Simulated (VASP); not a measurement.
# Hf (P6_3/mmc) in VASP: single point with HSE06

Aim: the single point of Hf with HSE06.

Everything below comes from runs of VASP 6.6.1. Logs are shortened: lines on timing, memory, paths and dates and some standing lists are left out, and cuts for length are marked.

### Step 1. The crystal as given

The structure is hexagonal, space group P6_3/mmc (No. 194). Conventional cell: a = 3.158 Å, b = 3.158 Å, c = 4.988 Å, α = 90.00°, β = 90.00°, γ = 120.00°. Hf (site symmetry -6m2) has 12 Hf at 3.09 to 3.16 Å as nearest neighbours.

### Step 2. Single point, HSE06

The input, POSCAR:

```
Hf
1.0
    3.1578800000      0.0000000000      0.0000000000
   -1.5789400000      2.7348000000      0.0000000000
    0.0000000000      0.0000000000      4.9880300000
Hf
2
Direct
    0.3333300000      0.6666700000      0.2500000000
    0.6666700000      0.3333300000      0.7500000000
```

The input, INCAR.step1:

```
SYSTEM = Hf
PREC     = Accurate       ! precision mode
ENCUT    = 520            ! plane-wave cutoff, eV
EDIFF    = 1E-5           ! SCF threshold, eV
ISMEAR   = 0              ! smearing method
SIGMA    = 0.1            ! smearing width, eV
LREAL    = .FALSE.        ! projectors in reciprocal space
LASPH    = .TRUE.         ! aspherical terms in the spheres
NELM     = 80             ! most SCF steps
ALGO     = Normal         ! electronic algorithm
ISIF     = 2              ! what is computed and relaxed
LWAVE    = .TRUE.         ! write WAVECAR
NBANDS   = 17             ! bands
GGA      = PE             ! functional
```

The input, INCAR.step2:

```
SYSTEM = Hf
PREC     = Accurate       ! precision mode
ENCUT    = 520            ! plane-wave cutoff, eV
EDIFF    = 1E-6           ! SCF threshold, eV
ISMEAR   = 0              ! smearing method
SIGMA    = 0.1            ! smearing width, eV
LREAL    = .FALSE.        ! projectors in reciprocal space
LASPH    = .TRUE.         ! aspherical terms in the spheres
NELM     = 80             ! most SCF steps
ALGO     = Normal         ! electronic algorithm
ISIF     = 2              ! what is computed and relaxed
LWAVE    = .FALSE.        ! write WAVECAR
LCHARG   = .TRUE.         ! write CHGCAR
GGA      = PE             ! functional
LHFCALC  = .TRUE.         ! exact exchange
HFSCREEN = 0.2            ! screening, 1/A
PRECFOCK = Fast         
LELF     = .TRUE.         ! ELF
LVHAR    = .TRUE.       
NBANDS   = 17             ! bands
ISTART   = 1
```

The input, KPOINTS:

```
regular mesh
0
G
  9 9 4
  0 0 0
```

Potentials or basis: VASP PAW PBE potentials, release 64 (Hf_pv).

Started as:

```
cat potpaw_PBE.64/Hf_pv/POTCAR > POTCAR
cp INCAR.step1 INCAR
mpirun -np 1 vasp_std > vasp.out
cp INCAR.step2 INCAR
mpirun -np 1 vasp_std > vasp.out
```

OUTCAR:

```text
SYSTEM = Hf
   PREC = Accurate
   ENCUT = 520
   EDIFF = 1E-6
   ISMEAR = 0
   LREAL = .FALSE.
   LASPH = .TRUE.
   NELM = 80
   ISIF = 2
   GGA = PE
   LHFCALC = .TRUE.
   HFSCREEN = 0.2
   PRECFOCK = Fast
   ISTART = 1

 ion  position               nearest neighbor table
   1  0.333  0.667  0.250-   2 3.09   2 3.09   2 3.09   2 3.09   2 3.09   2 3.09
   2  0.667  0.333  0.750-   1 3.09   1 3.09   1 3.09   1 3.09   1 3.09   1 3.09

  LATTYP: Found a hexagonal cell.
 ALAT       =     3.1578800000
 C/A-ratio  =     1.5795502046

  Lattice vectors:

 A1 = (   3.1578800000,   0.0000000000,   0.0000000000)
 A2 = (  -1.5789400000,   2.7348000000,   0.0000000000)
 A3 = (   0.0000000000,   0.0000000000,   4.9880300000)

Analysis of symmetry for initial positions (statically):
=====================================================================
 Subroutine PRICEL returns:
 Original cell was already a primitive cell.

 Routine SETGRP: Setting up the symmetry group for a
 hexagonal supercell.

 Subroutine GETGRP returns: Found  8 space group operations
 (whereof  4 operations were pure point group operations)
 out of a pool of 24 trial point group operations.

The static configuration has the point symmetry C_2h.
 The point group associated with its full space group is D_2h.

Analysis of symmetry for dynamics (positions and initial velocities):
=====================================================================
 Subroutine PRICEL returns:
 Original cell was already a primitive cell.

 Routine SETGRP: Setting up the symmetry group for a
 hexagonal supercell.

 Subroutine GETGRP returns: Found  8 space group operations
 (whereof  4 operations were pure point group operations)
 out of a pool of 24 trial point group operations.

The dynamic configuration has the point symmetry C_2h.
 The point group associated with its full space group is D_2h.

 Subroutine INISYM returns: Found  8 space group operations
 (whereof  4 operations are pure point group operations),
 and found     1 'primitive' translations

----------------------------------------------------------------------------------------

                                     Primitive cell

  volume of cell :      43.0775

  direct lattice vectors                    reciprocal lattice vectors
     3.157880000  0.000000000  0.000000000     0.316668144  0.182828726  0.000000000
    -1.578940000  2.734800000  0.000000000     0.000000000  0.365657452  0.000000000
     0.000000000  0.000000000  4.988030000     0.000000000  0.000000000  0.200479949

  length of vectors
     3.157880000  3.157876274  4.988030000     0.365657021  0.365657452  0.200479949

  position of ions in fractional coordinates (direct lattice)
     0.333330000  0.666670000  0.250000000
     0.666670000  0.333330000  0.750000000

  ion indices of the primitive-cell ions
   primitive index   ion index
                 1           1
                 2           2

----------------------------------------------------------------------------------------

 KPOINTS: regular mesh

Automatic generation of k-mesh.
 Grid dimensions read from file:
 generate k-points for:    9    9    4

 Generating k-lattice:

  Cartesian coordinates                     Fractional coordinates (reciprocal lattice)
     0.035185349  0.020314303  0.000000000     0.111111111 -0.000000000  0.000000000
     0.000000000  0.040628606  0.000000000     0.000000000  0.111111111  0.000000000
     0.000000000  0.000000000  0.050119987     0.000000000  0.000000000  0.250000000

  Length of vectors
     0.040628558  0.040628606  0.050119987

  Shift w.r.t. Gamma in fractional coordinates (k-lattice)
     0.000000000  0.000000000  0.000000000

 Subroutine IBZKPT returns following result:
 ===========================================

 Found     75 irreducible k-points:

 Following reciprocal coordinates:
            Coordinates               Weight
  0.000000  0.000000  0.000000      1.000000
  0.111111  0.000000  0.000000      4.000000
 -0.111111  0.111111  0.000000      2.000000
  0.222222  0.000000  0.000000      4.000000
 -0.222222  0.222222  0.000000      2.000000
  0.333333  0.000000  0.000000      4.000000
[... 16 lines left out ...]
 -0.222222 -0.444444  0.000000      4.000000
  0.444444  0.333333  0.000000      4.000000
 [... further k-points ...]
   k-points           NKPTS =     75   k-points in BZ     NKDIM =    324   number of bands    NBANDS=     17
   number of dos      NEDOS =    301   number of ions     NIONS =      2
   total plane-waves  NPLWV =  23040
   dimension x,y,z NGX =    24 NGY =   24 NGZ =   40
   dimension x,y,z NGXF=    48 NGYF=   48 NGZF=   80
   ions per type =               2
   NGX,Y,Z   is equivalent  to a cutoff of  12.63, 12.63, 13.33 a.u.
   NGXF,Y,Z  is equivalent  to a cutoff of  25.27, 25.27, 26.66 a.u.
 SYSTEM =  Hf
   PREC   = accura    normal or accurate (medium, high low for compatibility)
   ISTART =      1    job   : 0-new  1-cont  2-samecut
   ICHARG =      0    charge: 1-file 2-atom 10-const
   ISPIN  =      1    spin polarized calculation?
   LNONCOLLINEAR =      F non collinear calculations
   LSORBIT =      F    spin-orbit coupling
   LASPH  =      T    aspherical Exc in radial PAW
   ENCUT  =  520.0 eV  38.22 Ry    6.18 a.u.   5.87  5.87  9.27*2*pi/ulx,y,z
   NELM   =     80;   NELMIN=  2; NELMDL=  0     # of ELM steps
   EDIFF  = 0.1E-05   stopping-criterion for ELM
   LREAL  =      F    real-space projection
   EDIFFG = 0.1E-04   stopping-criterion for IOM
   NSW    =      0    number of steps for IOM
   IBRION =     -1    ionic relax: 0-MD 1-quasi-New 2-CG
   NFREE  =      0    steps in history (QN), initial steepest desc. (CG)
   ISIF   =      2    stress and relaxation
   ISYM   =      3    0-nonsym 1-usesym 2-fastsym
   POTIM  = 0.5000    time-step for ionic-motion
   TEBEG  =    0.0;   TEEND  =   0.0 temperature during run
   PSTRESS=    0.0 pullay stress
   NELECT =      20.0000    total number of electrons
   NUPDOWN=      -1.0000    fix difference up-down
   EMIN   =  10.00;   EMAX   =-10.00  energy-range for DOS
   EFERMI =   0.00;   METHOD = LEGACY
   ISMEAR =     0;   SIGMA  =   0.10  broadening in eV -4-tet -1-fermi 0-gaus
   EFERMI_NEDOS =   21; number of points for ismear=-14 and -15
   IALGO  =     38    algorithm
   IMIX   =      1    mixing-type and parameters
     AMIX     =   0.40;   BMIX     =  1.00
     AMIX_MAG =   1.60;   BMIX_MAG =  1.00
  volume/ion in A,a.u.               =      21.54       145.35
  Fermi-wavevector in a.u.,A,eV,Ry     =   1.267656  2.395522 21.863905  1.606952
  Thomas-Fermi vector in A             =   2.400792
   LORBIT       =      0    0 simple, 1 ext, 2 COOP (PROOUT), +10 PAW based schemes
   GGA     = PE    functional components
   LHFCALC =     T    Hartree Fock is set to
   PRECFOCK=fast      Normal, Fast or Accurate (Low or Medium for compatibility)
   ENCUT4O =  -1.0   cutoff for four orbital integrals eV
   NKREDX  =     1    reduce k-point grid by
   NKREDY  =     1    reduce k-point grid by
   NKREDZ  =     1    reduce k-point grid by
   AEXX    =    0.2500 exact exchange contribution
   HFSCREEN=    0.2000 screening length (either q_TF or 0.3 A-1)
   HFSCREENC=   0.2000 screening length for correlation (either q_TF or 0.3 A-1)
   ENCUTFOCK=  -1.0 apply spherical cutoff to Coloumb kernel
   IVDW    =     0    specifies the selected vdW correction
   LEPSILON=     F    determine dielectric tensor
   LRPA    =     F    only Hartree local field effects (RPA)
 non-spin polarized calculation
 Gauss-broadening in eV      SIGMA  =   0.10
  energy-cutoff  :      520.00
  volume of cell :       43.08
 maximum number of plane-waves:      1182
  NGX = 14; NGY = 14; NGZ = 24

 number of electron      19.9999996 magnetization

 Free energy of the ion-electron system (eV)
  ---------------------------------------------------
  ext. energy  EPLUGINS =         0.00000000
  ---------------------------------------------------
  free energy    TOTEN  =       -22.60090277 eV

  energy without entropy =      -22.59713997  energy(sigma->0) =      -22.59902137

 E-fermi :   5.1347     XC(G=0):  -9.4039

 val. band max:        5.0930929091   @ k =   0.1111   0.0000   0.0000
 cond. band min:       5.2445646014   @ k =   0.3333   0.3333   0.2500
 fundamental gap:      0.1514716923
 Fermi energy:         5.1347184022

 k-point     1 :       0.0000    0.0000    0.0000
  band No.  band energies     occupation
      1     -28.3789      2.00000
      2     -27.4291      2.00000
      3     -27.4290      2.00000
      4     -27.2797      2.00000
      5     -27.2758      2.00000
      6     -27.2758      2.00000
[... 9 lines left out ...]
     16       8.5488      0.00000
     17      11.4428      0.00000

 k-point     2 :       0.1111    0.0000    0.0000
  band No.  band energies     occupation
      1     -28.3368      2.00000
      2     -27.5138      2.00000
      3     -27.4556      2.00000
      4     -27.3663      2.00000
      5     -27.2973      2.00000
      6     -27.2861      2.00000
[... 9 lines left out ...]
     16       8.1586      0.00000
     17      11.7669      0.00000

 k-point     3 :      -0.1111    0.1111    0.0000
  band No.  band energies     occupation
      1     -28.3368      2.00000
      2     -27.5138      2.00000
      3     -27.4556      2.00000
      4     -27.3663      2.00000
      5     -27.2973      2.00000
      6     -27.2861      2.00000
[... 9 lines left out ...]
     16       8.1585      0.00000
     17      11.7671      0.00000

 k-point     4 :       0.2222    0.0000    0.0000
  band No.  band energies     occupation
      1     -28.2212      2.00000
      2     -27.7314      2.00000
      3     -27.5816      2.00000
      4     -27.5195      2.00000
      5     -27.3508      2.00000
      6     -27.3149      2.00000
[... 9 lines left out ...]
     16       9.1692      0.00000
     17      12.2990      0.00000
[... 343 lines left out ...]
      1     -28.0575      2.00000
      2     -27.8991      2.00000
      3     -27.8378      2.00000
      4     -27.7672      2.00000
      5     -27.5956      2.00000
      6     -27.5568      2.00000
[... 9 lines left out ...]
     16      12.1425      0.00000
     17      12.9466      0.00000

 k-point    23 :      -0.2222   -0.4444    0.0000
  band No.  band energies     occupation
      1     -28.0575      2.00000
      2     -27.8991      2.00000
      3     -27.8378      2.00000
      4     -27.7672      2.00000
      5     -27.5956      2.00000
      6     -27.5568      2.00000
[... 9 lines left out ...]
     16      12.1425      0.00000
     17      12.9554      0.00000

 k-point    24 :       0.4444    0.3333    0.0000
  band No.  band energies     occupation
      1     -28.0575      2.00000
      2     -27.8991      2.00000
      3     -27.8378      2.00000
      4     -27.7672      2.00000
      5     -27.5956      2.00000
      6     -27.5568      2.00000
[... 9 lines left out ...]
     16      12.1425      0.00000
     17      12.9682      0.00000

 [... further k-points ...]
[... 5 lines left out ...]
  --------------------------------------------------------------------------------------
  -------------------------------------------------------------------------------------
  Total        1.1875521      1.1865804      0.9052378     -0.0008383      0.0000000     -0.0000000
  in kB       44.1685354     44.1323950     33.6684401     -0.0311782      0.0000000     -0.0000000
  external PRESSURE =      40.6564568 kB  Pullay stress =       0.0000000 kB

 VOLUME and BASIS-vectors are now :
 -----------------------------------------------------------------------------
  energy-cutoff  :      520.00
  volume of cell :       43.08
      direct lattice vectors                 reciprocal lattice vectors
     3.157880000  0.000000000  0.000000000     0.316668144  0.182828726  0.000000000
    -1.578940000  2.734800000  0.000000000     0.000000000  0.365657452  0.000000000
     0.000000000  0.000000000  4.988030000     0.000000000  0.000000000  0.200479949

 POSITION                                       TOTAL-FORCE (eV/Angst)
 -----------------------------------------------------------------------------------
     -0.00002      1.82321      1.24701         0.000114     -0.000066      0.000000
      1.57896      0.91159      3.74102        -0.000114      0.000066      0.000000
 -----------------------------------------------------------------------------------
    total drift:                               -0.000000      0.000000     -0.000000

  FREE ENERGIE OF THE ION-ELECTRON SYSTEM (eV)
  ---------------------------------------------------
  free  energy   TOTEN  =       -22.6009027687 eV

  energy  without entropy=      -22.5971399672  energy(sigma->0) =      -22.59902137
```

Run time: 80 min. Hardware: 1 thread of Intel Xeon 6975P-C (Granite Rapids), shared host; peak memory 0.33 GiB.

What came out:

* Free energy: -22.6009 eV
* Pressure: 4.1 GPa
* Band gap on the k mesh: none (metal or under the smearing width)

Stress tensor (GPa, compression positive):
```
4.42 0.00 0.00
0.00 4.41 0.00
0.00 0.00 3.37
```

Levels at points of the mesh, in eV from the Fermi level:
```csv
k point,band 7,band 8,band 9,band 10,band 11,band 12,band 13,band 14
"(0.00, 0.00, 0.00)",-8.65,-4.40,0.46,1.60,1.60,2.01,2.62,2.62
"(0.00, 0.00, 0.50)",-6.33,-6.33,0.20,0.20,1.51,1.51,1.51,1.51
```

Caveat: the PAW data sets were made with another functional, which shifts forces and pressure a little. The run has no spin-orbit coupling, so splittings on Hf are missing.
